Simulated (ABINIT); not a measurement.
# CuAu (P4/mmm) in ABINIT: further runs, part 2 of 2

ABINIT 10.8.3 (patched build). Earlier steps stand in the parts before.

## Step 3: Single point, PBE

Input file run.abi:

```
# Pseudopotentials
pp_dirpath "./"
pseudos "Au.GGA_PBE-JTH.xml, Cu.GGA_PBE-JTH.xml"

# Structure
acell 2.8107494552 2.8107494552 3.685 Angstrom
rprim
     1.0000000000     0.0000000000     0.0000000000
     0.0000000000     1.0000000000     0.0000000000
     0.0000000000     0.0000000000     1.0000000000
ntypat 2
znucl 79 29
natom 2
typat 1 2
xred
     0.0000000000     0.0000000000     0.0000000000
     0.5000000000     0.5000000000     0.5000000000

# Plane-wave basis
ecut 26.0
pawecutdg 48.0
pawxcdev 0

# k points
kptopt 1
ngkpt 9 9 7
nshiftk 1
shiftk 0.0 0.0 0.0

# Exchange and correlation
ixc 11

# Bands and occupations
nband 19
occopt 7
tsmear 0.00367493

# SCF cycle
nstep 100
tolvrs 1.0e-9

# Output
iomode 3
prtwf 0
prtden 0
prteig 0
prtebands 0
```

Potentials or basis: JTH PAW PBE v2.0.

Command:

```sh
abinit run.abi > log 2>&1
```

run.abo:

```text
.Version 10.8.3 of ABINIT
 Symmetries : space group P4/m m m (#123); Bravais tP (primitive tetrag.)
================================================================================
 Values of the parameters that define the memory need of the present run
     intxc =       0    ionmov =       0      iscf =      17    lmnmax =      18
     lnmax =       6     mgfft =      32  mpssoang =       3    mqgrid =    3001
     natom =       2  nloc_mem =       2    nspden =       1   nspinor =       1
    nsppol =       1      nsym =      16    n1xccc =       1    ntypat =       2
    occopt =       7   xclevel =       2
       mpw =        1260          nfft =       23328          nkpt =          60
 PAW method is used; the additional fine FFT grid is defined by:
   mgfftf=        45    nfftf =     58320
================================================================================
================================================================================

--------------------------------------------------------------------------------
------------- Echo of variables that govern the present computation ------------
--------------------------------------------------------------------------------
 -outvars: echo values of preprocessed input variables --------
            acell      5.3115466789E+00  5.3115466789E+00  6.9636407740E+00 Bohr
              amu      1.96966540E+02  6.35460000E+01
             ecut      2.60000000E+01 Hartree
                       outvar_i_n : Printing only first  50 k-points.
              ixc          11
                       outvar_i_n : Printing only first  50 k-points.
         kptrlatt        9    0    0      0    9    0      0    0    7
          kptrlen      4.78039201E+01
            natom           2
            nband          19
            ngfft          27      27      32
          ngfftdg          36      36      45
             nkpt          60
            nstep         100
             nsym          16
           ntypat           2
                       prtocc : prtvol=0, do not print more k-points.
           occopt           7
        pawecutdg      4.80000000E+01 Hartree
         pawxcdev           0
           prtden           0
        prtebands           0
           prteig           0
            prtwf           0
          spgroup         123
           tolvrs      1.00000000E-09
           tsmear      3.67493000E-03 Hartree
            typat      1  2
[... 168 lines left out ...]
 length scales=  5.311546678873  5.311546678873  6.963640773970 bohr
              =  2.810749455200  2.810749455200  3.685000000000 angstroms
 Fermi (or HOMO) energy (hartree) =   0.27535   Average Vxc (hartree)=  -0.43493
 Eigenvalues (hartree) for nkpt=  60  k points:
 kpt#   1, nband= 19, wtk=  0.00176, kpt=  0.0000  0.0000  0.0000 (reduced coord)
  -3.84957   -2.28356   -2.28318   -2.28318   -0.08308    0.03378    0.03949    0.12739
   0.12739    0.16624    0.17355    0.19885    0.21532    0.22347    0.22347    0.35369
   0.57103    0.64800    0.64800
      occupation numbers for kpt#   1
   2.00000    2.00000    2.00000    2.00000    2.00000    2.00000    2.00000    2.00000
   2.00000    2.00000    2.00000    2.00000    2.00000    2.00000    2.00000    0.00000
   0.00000    0.00000    0.00000
 prteigrs : prtvol=0 or 1, do not print more k-points.

--- !EnergyTerms
iteration_state     : {dtset: 1, }
comment             : Components of total free energy in Hartree
kinetic             :  2.01371377674272E+01
hartree             :  5.49631098625194E+01
xc                  : -5.75321668535543E+00
Ewald energy        : -1.46035162458517E+02
psp_core            :  1.10575200373638E+01
local_psp           : -1.36638573229385E+02
PAW spherical_terms : -2.98541812390324E+01
internal            : -2.32123365944980E+02
'-kT*entropy'       : -9.23183446565656E-05
total_energy        : -2.32123458263324E+02
total_energy_eV     : -6.31640107955617E+03
...

--- !EnergyTermsDC
iteration_state     : {dtset: 1, }
comment             : '"Double-counting" decomposition of free energy'
band_energy         : -1.82901500917620E+01
Ewald energy        : -1.46035162458517E+02
psp_core            :  1.10575200373638E+01
xc_dc               : -5.36003987964756E+01
PAW spherical_terms : -2.52551485515811E+01
internal            : -2.32123339860972E+02
'-kT*entropy'       : -9.23183446565656E-05
total_energy_dc     : -2.32123432179317E+02
total_energy_dc_eV  : -6.31640036977417E+03
...

--- !EnergyTermsWithPAWCore
iteration_state     : {dtset: 1, }
comment             : 'Components of total free energy, including PAW core contributions'
Total energy        : -2.06669798568294E+04
Total energy DC     : -2.06669798307454E+04
Total energy (eV)   : -5.62377171422095E+05
Total energy DC (eV): -5.62377170712313E+05
...

 Cartesian components of stress tensor (hartree/bohr^3)
  sigma(1 1)= -1.67265507E-04  sigma(3 2)=  0.00000000E+00
  sigma(2 2)= -1.67265507E-04  sigma(3 1)=  0.00000000E+00
  sigma(3 3)= -1.38678581E-04  sigma(2 1)=  0.00000000E+00

-Cartesian components of stress tensor (GPa)         [Pressure=  4.6408E+00 GPa]
- sigma(1 1)= -4.92112110E+00  sigma(3 2)=  0.00000000E+00
- sigma(2 2)= -4.92112110E+00  sigma(3 1)=  0.00000000E+00
- sigma(3 3)= -4.08006470E+00  sigma(2 1)=  0.00000000E+00

== END DATASET(S) ==============================================================
================================================================================

 -outvars: echo values of variables after computation  --------
            acell      5.3115466789E+00  5.3115466789E+00  6.9636407740E+00 Bohr
           etotal     -2.3212343218E+02
            fcart     -0.0000000000E+00 -0.0000000000E+00 -0.0000000000E+00
                      -0.0000000000E+00 -0.0000000000E+00 -0.0000000000E+00
           strten     -1.6726550651E-04 -1.6726550651E-04 -1.3867858053E-04
                       0.0000000000E+00  0.0000000000E+00  0.0000000000E+00
           xangst      0.0000000000E+00  0.0000000000E+00  0.0000000000E+00
                       1.4053747276E+00  1.4053747276E+00  1.8425000000E+00
             xred      0.0000000000E+00  0.0000000000E+00  0.0000000000E+00
                       5.0000000000E-01  5.0000000000E-01  5.0000000000E-01
 Calculation completed.
```

Wall time 92 s (1 thread of Arm Neoverse V1, shared host); peak memory 0.14 GiB.

What came out:

| Quantity | Value |
| --- | --- |
| Free energy | -6316.4004 eV |
| Pressure | 4.6 GPa |
| Band gap on the k mesh | none (metal or under the smearing width) |
| Valence electrons inside the program's atomic spheres | Au 9.56; Cu 17.34 |

The run has no spin-orbit coupling, so splittings on Au are missing.

## Step 4: Single point, PBE

Edit run.abi of step 3 so:

```diff
@@ -34,3 +34,3 @@
 nband 19
-occopt 7
+occopt 4
 tsmear 0.00367493
```

Command:

```sh
abinit run.abi > log 2>&1
```

Wall time 80 s (1 thread of Arm Neoverse V1, shared host); peak memory 0.14 GiB.

The run converged. Its results:

- Free energy: -6316.3991 eV
- Pressure: 4.6 GPa
- Band gap on the k mesh: none (metal or under the smearing width)
- Valence electrons inside the program's atomic spheres: Au 9.56; Cu 17.34

Stress tensor (GPa, compression positive):
```
4.95 0.00 0.00
0.00 4.95 0.00
0.00 0.00 3.97
```

Levels at points of the mesh, in eV from the Fermi level:
```csv
k point,band 12,band 13,band 14,band 15,band 16,band 17,band 18,band 19
"(0.00, 0.00, 0.00)",-2.08,-1.63,-1.41,-1.41,2.13,8.05,10.14,10.14
```

## Step 5: Single point, PBE

Edit run.abi of step 4 so:

```diff
@@ -34,3 +34,3 @@
 nband 19
-occopt 4
+occopt 5
 tsmear 0.00367493
```

Command:

```sh
abinit run.abi > log 2>&1
```

Wall time 1.8 min (1 thread of Arm Neoverse V1, shared host); peak memory 0.14 GiB.

It converged, with:

* Free energy: -6316.3991 eV
* Pressure: 4.6 GPa
* Band gap on the k mesh: none (metal or under the smearing width)
* Valence electrons inside the program's atomic spheres: Au 9.56; Cu 17.34

Stress tensor (GPa, compression positive):
```
4.96 0.00 0.00
0.00 4.96 0.00
0.00 0.00 3.94
```

Levels at points of the mesh, in eV from the Fermi level:
| k point | band 13 | band 14 | band 15 | band 16 | band 17 | band 18 |
| --- | --- | --- | --- | --- | --- | --- |
| (0.00, 0.00, 0.00) | -1.63 | -1.41 | -1.41 | 2.13 | 8.05 | 10.14 |

## Step 6: Single point, PBE

Edit run.abi of step 5 so:

```diff
@@ -34,3 +34,3 @@
 nband 19
-occopt 5
+occopt 6
 tsmear 0.00367493
```

Potentials or basis: JTH PAW PBE v2.0.

Command:

```sh
abinit run.abi > log 2>&1
```

Run time: 85 s. Hardware: 1 thread of Arm Neoverse V1, shared host; peak memory 0.14 GiB.

Results (log left out):

```yaml
Free_energy: -6316.3991 eV
Pressure: 4.6 GPa
Band_gap_on_the_k_mesh: none (metal or under the smearing width)
Valence_electrons_inside_the_program's_atomic_spheres: Au 9.56; Cu 17.34
```

Stress tensor (GPa, compression positive):
```
4.92 0.00 0.00
0.00 4.92 0.00
0.00 0.00 4.02
```

Levels at points of the mesh, in eV from the Fermi level:
| k point | band 12 | band 13 | band 14 | band 15 | band 16 | band 17 | band 18 | band 19 |
| --- | --- | --- | --- | --- | --- | --- | --- | --- |
| (0.00, 0.00, 0.00) | -2.08 | -1.63 | -1.41 | -1.41 | 2.13 | 8.05 | 10.14 | 10.14 |

## Step 7: Overview

```csv
smearing,gap on the mesh (eV),pressure (GPa)
fermi-dirac 0.1 eV,none,4.7
gaussian 0.1 eV,none,4.6
cold (ABINIT) 0.1 eV,none,4.6
cold-b (ABINIT) 0.1 eV,none,4.6
methfessel-paxton 0.1 eV,none,4.6
```

Alike in all rows: task single point; level PBE; potentials or basis JTH PAW PBE v2.0; no spin polarisation; cell as given; k mesh 9 × 9 × 7; cutoff (eV) 707.

Every run on the cell as given and a fine mesh finds a metal.

Total energies depend on the potentials used, so only differences within one code and one set of settings carry meaning.
